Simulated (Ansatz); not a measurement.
# TiSe2 (P-3m1): which magnetic order lies lowest, part 2 of 2

Which of a few magnetic orders of TiSe2 (P-3m1) is lowest at one geometry?

Ansatz 0.2.0; DFT r²SCAN, scalar-relativistic, plane waves, PAW. The steps go on from the part before. The runs add the D3(BJ) dispersion term to the functional named.

## Step 7: Antiferromagnetic, propagation vector (0, 1/2, 1/2)

A COD entry behind a cell of this session may itself be a prediction, so a difference from it is no test against experiment.

Contents of input.yaml:

```yaml
crystal:
  lattice:
    - [-1.7664700787, 3.0596159264, 6.0386838046]
    - [1.7664700787, -3.0596159264, 6.0386838046]
    - [1.7664700787, 3.0596159264, -6.0386838046]
  atoms:
    - { symbol: Ti, position: [0.0, 0.0, 0.0], spin: 1.0 }
    - { symbol: Se, position: [0.4593089151, 0.1259755818, 0.3333333333] }
    - { symbol: Se, position: [0.5406910849, 0.8740244182, 0.6666666667] }
    - { symbol: Ti, position: [0.5, 0.5, 0.0], spin: -1.0 }
    - { symbol: Se, position: [0.9593089151, 0.6259755818, 0.3333333333] }
    - { symbol: Se, position: [1.0406910849, 1.3740244182, 0.6666666667] }
basis:
  ecutwfc: 500
  ecutrho_ratio: 4
kpoints:
  mp_grid: { grid: [8, 8, 8] }
hamiltonian:
  xc: r2scan
  dispersion: d3bj
scf:
  occupations: { method: gaussian, width: 0.05 }
  lower_state_search: "off"
output:
  forces: true
  stress: true
  eigenvalues: true
  populations: true
magnetization:
  spin_polarized: true
```

Run with:

```sh
$ ansatz run input.yaml --threads 4 --pin off --max-ram 10240MiB --backend cpu --events-out ev --progress --plain --runs-dir out
```

Output, cut to the lines that bear on the results:

```text
Warning: the engine holds no damping parameters fitted to this dispersion correction and functional, so the run takes those fitted to r2scan beside the three-body term, which d3bj leaves out (hamiltonian.dispersion, under Limitations)
Warning: RAYON_NUM_THREADS=4 ignored (pool sized by the plan → 4); use --threads N
[...]
Pseudopotentials: kind: paw
Pseudopotential: Ti, paw, valence charge 12, recommended cutoff 500 eV (meta_gga), Ti.paw.azcp
Pseudopotential: Se, paw, valence charge 16, recommended cutoff 500 eV (meta_gga), Se.paw.azcp
Functional definition: r2SCAN
[...]
Crystal: 6 atoms, lattice volume = 130.550 Å³
Basis set: ecut = 500 eV, 3335 PW (Γ), exchange–correlation on 216×216×216 points (64 copies of the dense FFT grid, shifted against one another)
Bands: 54, of which v1, the nominal top of the filled ones, is band 44 counted from 1 (43 counted from 0)
Symmetry: 4 space group operations
Space group: C2/m (ITA 12), of the structure as read, at distance tolerance 5.1e-5 Å
Magnetic group: BNS 12.63 (UNI 70), of the structure as read, at distance tolerance 5.1e-5 Å
k-points: 150 of 512
[...]
Starting moments: Σ|m| = 2 μB on 2 of 6 sites
[...]
WARN: the starting moments were not kept: the SCF closed with an absolute magnetisation of 2.5e-5 μB, where they sum to 2 μB in size (2 sites). That is at most 0.1 of that sum. Measured as dr2_m measures the in/out step, that magnetisation stands 3.4e-11 eV from none, at or under the [...]
Free energy (F): -26930.223788 eV
[...]
E sigma→0 (E₀):  -26930.223205 eV
Entropy (-TS):   -0.001166 eV (-0.194 meV/atom)
Fermi energy:    9.523951 eV
[...]
--- Forces (eV/Å), atoms counted from 1 ---
  atom   1  Ti     0.00000000     0.00000000    -0.00000000
  atom   2  Se    -0.00000000    -0.00513921     0.00106430
  atom   3  Se     0.00000000     0.00513921    -0.00106430
  atom   4  Ti     0.00000000     0.00000000    -0.00000000
  atom   5  Se    -0.00000000    -0.00513921     0.00106430
  atom   6  Se     0.00000000     0.00513921    -0.00106430
[...]
--- Stress (GPa, compression-positive) ---
        0.123796      -0.000000       0.000000
       -0.000000      -0.026813      -0.044122
        0.000000      -0.044126       0.117459
  P = ⅓ Tr σ = 0.0715 GPa (0.715 kbar)
--- Band table (eV; the first three rows and the last of 300) ---
[...]
--- Löwdin populations: 6 sites ---
  site symbol       q [e]    m [muB]
     0     Ti     11.1936     0.0000
     1     Se     16.3296    -0.0000
     2     Se     16.3296    -0.0000
     3     Ti     11.1936    -0.0000
     4     Se     16.3296     0.0000
     5     Se     16.3296     0.0000
  spilling = 0.003344 (of n_electrons = 88.000000)
```

Wall time 2.8 min (4 threads of Intel Xeon at 2.50GHz (Skylake/Cascade Lake), shared host); peak memory 2.3 GiB.

This gives: volume 21.758 Å³/atom, pressure 0.07 GPa, metallic, no moment left.

In this order, neighbours among magnetic atoms: 2 of 6 parallel, 2 of 8 parallel (shell by shell, nearest first).

## Step 8: No spin polarisation

Contents of input.yaml:

```yaml
crystal:
  lattice:
    - [3.5329401575, 0.0, 0.0]
    - [-1.7664700787, 3.0596159264, 0.0]
    - [0.0, 0.0, 6.0386838046]
  atoms:
    - { symbol: Ti, position: [0.0, 0.0, 0.0] }
    - { symbol: Se, position: [0.3333333333, 0.6666666667, 0.2519511635] }
    - { symbol: Se, position: [0.6666666667, 0.3333333333, 0.7480488365] }
basis:
  ecutwfc: 500
  ecutrho_ratio: 4
kpoints:
  mp_grid: { grid: [12, 12, 6] }
hamiltonian:
  xc: r2scan
  dispersion: d3bj
scf:
  occupations: { method: gaussian, width: 0.05 }
output:
  forces: true
  stress: true
  eigenvalues: true
```

Run with:

```sh
$ ansatz run input.yaml --threads 4 --pin off --max-ram 10240MiB --backend cpu --events-out ev --progress --plain --runs-dir out
```

Output, cut to the lines that bear on the results:

```text
Warning: the engine holds no damping parameters fitted to this dispersion correction and functional, so the run takes those fitted to r2scan beside the three-body term, which d3bj leaves out (hamiltonian.dispersion, under Limitations)
Warning: RAYON_NUM_THREADS=4 ignored (pool sized by the plan → 4); use --threads N
[...]
[... 4 set-up lines as earlier in the session ...]
[...]
Crystal: 3 atoms, lattice volume = 65.275 Å³
Basis set: ecut = 500 eV, 1655 PW (Γ), exchange–correlation on 108×108×180 points (64 copies of the dense FFT grid, shifted against one another)
Bands: 27, of which v1, the nominal top of the filled ones, is band 22 counted from 1 (21 counted from 0)
[... 1 set-up line as earlier in the session ...]
Space group: P-3m1 (ITA 164), of the structure as read, at distance tolerance 4.0e-5 Å
k-points: 100 of 864
[...]
SCF iter   1: F=—  HF=-13465.176827 eV  |F-HF|=—  |Δ(HF+E_count)|=         —  Δρ=2.70e-2  dr2=9.65e-1  dr2_τ=3.84e-2  ethr=1.77e-3  ⟨swp⟩=5.6  Hψ=10067  notcnv=0
[...]
SCF iter   8: F=-13465.113489 eV  HF=-13465.113489 eV  |F-HF|=1.40e-10  |Δ(HF+E_count)|=   1.99e-8  Δρ=1.44e-6  dr2=1.04e-9  dr2_τ=1.64e-10  ethr=2.27e-10  ⟨swp⟩=8.2  Hψ=9351  notcnv=0
[...]
SCF converged after 8 iterations
Free energy (F): -13465.113489 eV
[...]
E sigma→0 (E₀):  -13465.113123 eV
Entropy (-TS):   -0.000730 eV (-0.243 meV/atom)
Fermi energy:    9.515113 eV
[...]
--- Forces (eV/Å), atoms counted from 1 ---
  atom   1  Ti     0.00000000     0.00000000     0.00000000
  atom   2  Se     0.00000000    -0.00000000    -0.00029404
  atom   3  Se    -0.00000000     0.00000000     0.00029404
[...]
--- Stress (GPa, compression-positive) ---
        0.067239       0.000000      -0.000000
        0.000000       0.067239       0.000000
        0.000000       0.000000       0.059257
  P = ⅓ Tr σ = 0.0646 GPa (0.646 kbar)
--- Band table (eV; the first three rows and the last of 100) ---
[... band rows left out ...]
[...]
```

Run time: 10 s. Hardware: 4 threads of Intel Xeon at 2.50GHz (Skylake/Cascade Lake), shared host; peak memory 0.66 GiB.

Result: volume 21.758 Å³/atom, pressure 0.06 GPa, metallic.

## Step 9: The orders side by side

Orders of one name are numbered as they were run above.

```csv
order,above the lowest (meV/atom),largest moment (μB),pressure (GPa),gap on the mesh (eV),order kept
ferromagnetic,0.0,0.00,0.1,0.00,no
"antiferromagnetic, propagation vector (0, 0, 1/2)",0.0,0.00,0.0,0.00,no
"antiferromagnetic, propagation vector (0, 1/2, 0)",0.0,0.00,0.0,0.00,no
"antiferromagnetic, propagation vector (0, 1/2, 1/2)",0.0,0.00,0.1,0.00,no
no spin polarisation,0.0,0.00,0.1,0.00,yes
```

The first row is the run of the earlier session that started with parallel moments (-4488.3710 eV/atom). A larger cell is measured against the parallel state in that same cell where that was run, so that mesh errors cancel.

The work goes on in this order: no spin polarisation, the lowest.

## Step 10: Seeking zero pressure in the chosen order

Edit input.yaml of step 8 so:

```diff
@@ -23 +23,5 @@
   eigenvalues: true
+relax:
+  f_tol: 0.01
+  max_steps: 30
+  cell: { stress_tol: 0.05 }
```

Run with:

```sh
$ ansatz run input.yaml --threads 4 --pin off --max-ram 10240MiB --backend cpu --events-out ev --progress --plain --runs-dir out
```

Output, cut to the lines that bear on the results:

```text
Warning: the engine holds no damping parameters fitted to this dispersion correction and functional, so the run takes those fitted to r2scan beside the three-body term, which d3bj leaves out (hamiltonian.dispersion, under Limitations)
Warning: RAYON_NUM_THREADS=4 ignored (pool sized by the plan → 4); use --threads N
[...]
[... 4 set-up lines as earlier in the session ...]
[...]
Crystal: 3 atoms, lattice volume = 65.275 Å³
Basis set: ecut = 500 eV, 1655 PW (Γ), exchange–correlation on 108×108×180 points (64 copies of the dense FFT grid, shifted against one another)
Bands: 27, of which v1, the nominal top of the filled ones, is band 22 counted from 1 (21 counted from 0)
[... 2 set-up lines as earlier in the session ...]
k-points: 100 of 864
[...]
  atom   2  Se    -0.00000000    -0.00000000    -0.00194796
  atom   3  Se     0.00000000     0.00000000     0.00194796
[...]
--- Stress (GPa, compression-positive) ---
       -0.004953       0.000000       0.000000
        0.000000      -0.004953       0.000000
        0.000000       0.000000       0.015981
  P = ⅓ Tr σ = 0.0020 GPa (0.020 kbar)
--- Band table (eV; the first three rows and the last of 100) ---
[... band rows left out ...]
[...]
--- Relaxed structure (3 steps of the walk, 2 accepted, 1 SCFs on fresh bases) ---
  F+E_penalty+E_count = -13465.11351337 eV   max|allowed force component| = 1.948e-3 eV/Å   (the final SCF, on the basis selected at the relaxed cell)
  cell:  # Å, volume = 65.3703 Å³
    - [3.53426069207363, -2.887832523786321e-11, 7.118721769262578e-20]
    - [-1.7671303460118057, 3.060759542946974, 7.118721769464164e-20]
    - [1.2167686952513896e-19, 2.1075052012347258e-19, 6.0430024855034326]
  atoms:
    - { symbol: Ti, position: [2.737675929921711e-35, -3.2784785281187155e-37, 2.393903942356021e-20] }
    - { symbol: Se, position: [0.33333333333333337, 0.6666666666666667, 0.2517417135203741] }
    - { symbol: Se, position: [0.6666666666666667, 0.33333333333333337, 0.7482582864796262] }
```

Run time: 39 s. Hardware: 4 threads of Intel Xeon at 2.50GHz (Skylake/Cascade Lake), shared host; peak memory 0.7 GiB.

The steps of the relaxation:

```csv
step,energy from step 1 (meV/atom),largest force component (eV/Å),pressure (GPa),volume (Å³/atom)
1,0.0,0.000,0.06,21.758
2,0.0,0.013,-0.01,21.830
3,0.0,0.002,0.00,21.790
4,0.0,0.002,0.00,21.790
```

Step 1 is the start. Step 2 was tried and not accepted. Step 4 repeats the geometry before it on a plane-wave basis chosen anew for the final cell, which leaves the energy as it was. The run keeps the 12 symmetry operations that it found, so it can't reach a distortion that breaks them.

This gives: volume 21.790 Å³/atom, pressure 0.00 GPa, a metal on this mesh.

## Step 11: What came out

What follows sums up all 2 parts.

| quantity | value |
| --- | --- |
| orders tried | 5 |
| lowest | no spin polarisation |
| largest moment there | 0.00 μB |
| volume in the chosen order | 21.79 Å³/atom at 0.00 GPa |

In words: Of the orders that kept their pattern, the lowest is: no spin polarisation. Where the order wasn't kept, moments died or turned during the run, so that row belongs to another state than the one started. Only these orders were tried, at zero temperature; the one found in experiment may not be among them. A run loses the moments it was seeded with; other starts can end magnetic.
